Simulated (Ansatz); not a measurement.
## Ansatz run, SrO

Input file of Ansatz 0.2.0:

```yaml
crystal:
  lattice:
    - [2.025853, 3.508875, 0.0]
    - [-2.025853, 3.508875, 0.0]
    - [0.0, 0.0, 9.891082]
  atoms:
    - { symbol: Sr, position: [0.3333, 0.3334, 0.25] }
    - { symbol: Sr, position: [0.6666, 0.6667, 0.75] }
    - { symbol: Sr, position: [0.0, 0.0, 0.0] }
    - { symbol: Sr, position: [0.0, 0.0, 0.5] }
    - { symbol: O, position: [0.3333, 0.3334, 0.8539] }
    - { symbol: O, position: [0.6666, 0.6667, 0.3539] }
    - { symbol: O, position: [0.3333, 0.3334, 0.6461] }
    - { symbol: O, position: [0.6667, 0.6667, 0.1461] }
  symmetry: { tolerance: 0.0003 }
kpoints:
  mp_grid: { grid: [7, 7, 3], shift: [0, 0, 0] }
  band_path:
    path:
      - [0.0, 0.0, 0.0]
      - [0.49999991, -3.8e-07, 0.0]
      - [0.66666629, 0.33333276, 0.0]
      - [0.0, 0.0, 0.0]
      - [0.0, 0.0, 0.5]
      - [0.49999991, -3.8e-07, 0.5]
      - [0.66666629, 0.33333276, 0.5]
      - [0.0, 0.0, 0.5]
    npoints: 7
magnetization:
  spin_polarized: false
scf:
  occupations: { method: fermi_dirac, width: 0.0425 }
  lower_state_search: "off"
  max_iter: 200
hamiltonian:
  pseudopotentials: { kind: paw }
  xc: r2scan
basis:
  ecutwfc: 500
  fft_grid_basis: typed
output:
  forces: true
  stress: true
  eigenvalues: true
  bader: true
  populations: true
  elf: true
  write_potential: true
  volumetric_format: npy
  dos:
    e_range: [-12, 8]
    de: 0.05
    projected: { site_lists: { O: [O], Sr: [Sr] } }
checkpoint:
  read: saved_state
```

The run starts from an earlier solution of this cell. 

Output (shortened):

```
Warning: the atoms were moved onto the symmetric positions of the space group found under crystal.symmetry.tolerance 3.0e-4 (fractional; no operation is sought that the atoms, as they stand in a round, miss by more than twice it, and no atom is moved by as much as it), and the run uses the moved positions.
Pseudopotentials: kind: paw
Pseudopotential: Sr, paw, valence charge 10, recommended cutoff 500 eV (meta_gga), Sr.paw.azcp
Pseudopotential: O, paw, valence charge 6, recommended cutoff 500 eV (meta_gga), O.paw.azcp
Functional definition: r2SCAN
  exchange = r2scan_x(k0 = k0, k1 = k1, a1 = a1)
  correlation = r2scan_c
Crystal: 8 atoms, lattice volume = 140.621 Å³
Basis set: ecut = 500 eV, 3595 PW (Γ), exchange–correlation on 120×120×300 points (64 copies of the dense FFT grid, shifted against one another)
Bands: 40, of which v1, the nominal top of the filled ones, is band 32 counted from 1 (31 counted from 0)
Symmetry: 24 space group operations
Space group: P63/mmc (ITA 194), of the structure as read, at distance tolerance 1.6e-3 Å
k-points: 16 of 147
Initial density: read from a saved state, or passed on in memory by an earlier SCF of this step, an earlier step, the calling program or the single point that the run made first
Functional: x = r2scan, c = r2scan; τ floored in thin density (d = 2e-4 eV/Å³)
SCF iter   1: F=-16501.2977 eV  Δρ=1.26e-3  dr2=4.66e-4  dr2_τ=5.08e-4
SCF iter   2: F=-16501.2980 eV  Δρ=6.65e-4  dr2=1.44e-4  dr2_τ=1.46e-4
SCF iter   3: F=-16501.2981 eV  Δρ=3.94e-4  dr2=2.18e-5  dr2_τ=5.26e-5
SCF iter   4: F=-16501.2982 eV  Δρ=6.90e-5  dr2=2.32e-6  dr2_τ=1.56e-6
SCF iter   5: F=-16501.2982 eV  Δρ=6.10e-6  dr2=7.48e-8  dr2_τ=3.29e-9
Free energy (F): -16501.2982 eV
Harris-Foulkes:  -16501.2982 eV  (|F-HF|=3.53e-9)
Internal energy: -16501.2981 eV  (E = F + TS)
E sigma→0 (E₀):  -16501.2982 eV
Entropy (-TS):    0.0000 eV (-0.010 meV/atom)
Fermi energy:    10.4678 eV
--- Forces (eV/Å), atoms counted from 1 ---
  atom   1  Sr     0.0000     0.0000     0.0000
  atom   2  Sr     0.0000     0.0000     0.0000
  atom   3  Sr     0.0000     0.0000     0.0000
  atom   4  Sr     0.0000     0.0000     0.0000
  atom   5  O      0.0000     0.0000     5.5210
  atom   6  O      0.0000     0.0000     5.5210
  atom   7  O      0.0000     0.0000    -5.5210
  atom   8  O      0.0000     0.0000    -5.5210
--- Stress (GPa, compression-positive) ---
      -13.5055       0.0000       0.0000
        0.0000     -13.5055       0.0000
        0.0000       0.0000      28.9852
  P = ⅓ Tr σ = 0.6581 GPa (6.581 kbar)
--- Löwdin populations: 8 sites ---
  site symbol       q [e]
     0     Sr      8.3062
     1     Sr      8.3062
     2     Sr      8.3830
     3     Sr      8.3830
     4      O      7.2820
     5      O      7.2820
     6      O      7.2820
     7      O      7.2820
  spilling = 0.0233 (of n_electrons = 64.0000)
--- Bader charges: 8 sites ---
  site symbol  charge [e]  shift [e]
     0     Sr      1.4798     0.0001
     1     Sr      1.4798     0.0001
     2     Sr      1.4655     0.0000
     3     Sr      1.4655     0.0000
     4      O     -1.4727     0.0001
     5      O     -1.4726     0.0001
     6      O     -1.4727     0.0001
     7      O     -1.4726     0.0001
```

Origin: a known structure type with other elements, at an estimated volume, so it need not be a known compound. Caveats: atoms or cell far from equilibrium.
